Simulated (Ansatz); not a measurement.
# ZnS: the cost of one run

Method: DFT PBEsol, scalar-relativistic, in Ansatz 0.2.0.

## Step 1: The system as given

The structure is cubic, space group F-43m (No. 216). Conventional cell: a = 5.409 Å, b = 5.409 Å, c = 5.409 Å, α = 90.00°, β = 90.00°, γ = 90.00°. Zn (site symmetry -43m) is surrounded by 4 S at 2.34 Å. S (site symmetry -43m) is surrounded by 4 Zn at 2.34 Å.

Structure file:

```cif
data_structure
_symmetry_space_group_name_H-M 'P 1'
_symmetry_Int_Tables_number 1
_cell_length_a 3.8250
_cell_length_b 3.8250
_cell_length_c 3.8250
_cell_angle_alpha 60.000
_cell_angle_beta 60.000
_cell_angle_gamma 60.000
_cell_volume 39.57
loop_
_atom_site_label
_atom_site_type_symbol
_atom_site_fract_x
_atom_site_fract_y
_atom_site_fract_z
_atom_site_occupancy
Zn1 Zn 0.00000 0.00000 0.00000 1
S1 S 0.75000 0.75000 0.75000 1
```

Atoms are numbered in the order of the input: Zn1, S2.

## Step 2: The deformed structure

Space group F-43m before, I-4m2 after.

## Step 3: LAPW, all electrons

Contents of input.yaml:

```yaml
crystal:
  lattice:
    - [0.0, 2.70465, 2.7316965]
    - [2.70465, 0.0, 2.7316965]
    - [2.70465, 2.70465, 0.0]
  atoms:
    - { symbol: Zn, position: [0.0, 0.0, 0.0] }
    - { symbol: S, position: [0.75, 0.75, 0.75] }
kpoints:
  mp_grid: { grid: [8, 8, 8] }
  band_path:
    path:
      - [0.0, 0.0, 0.0]
      - [0.5, 0.0, 0.5]
      - [0.75, 0.25, 0.5]
      - [0.5, 0.5, 0.5]
      - [0.0, 0.0, 0.0]
      - [0.5, 0.5, 0.0]
      - [0.6274629938, 0.6274629938, 0.2549259876]
      - [0.3725370062, 0.3725370062, 0.7450740124]
      - [0.0, 0.0, 0.0]
    npoints: 5
scf:
  occupations: { method: fermi_dirac, width: 0.01 }
hamiltonian:
  xc: pbesol
  pseudopotentials: { kind: all_electron, lapw: { basis_error: 0.00025 } }
output:
  forces: true
  stress: true
  eigenvalues: true
```

The run is started by

```console
ansatz run input.yaml --threads 1 --pin off --max-ram 3072MiB --backend cpu --events-out ev --progress --plain --runs-dir out
```

Q: Estimate wall time and peak memory on 1 thread of Arm Neoverse V2, shared host.

About 27 s, with a peak of 0.36 GiB.
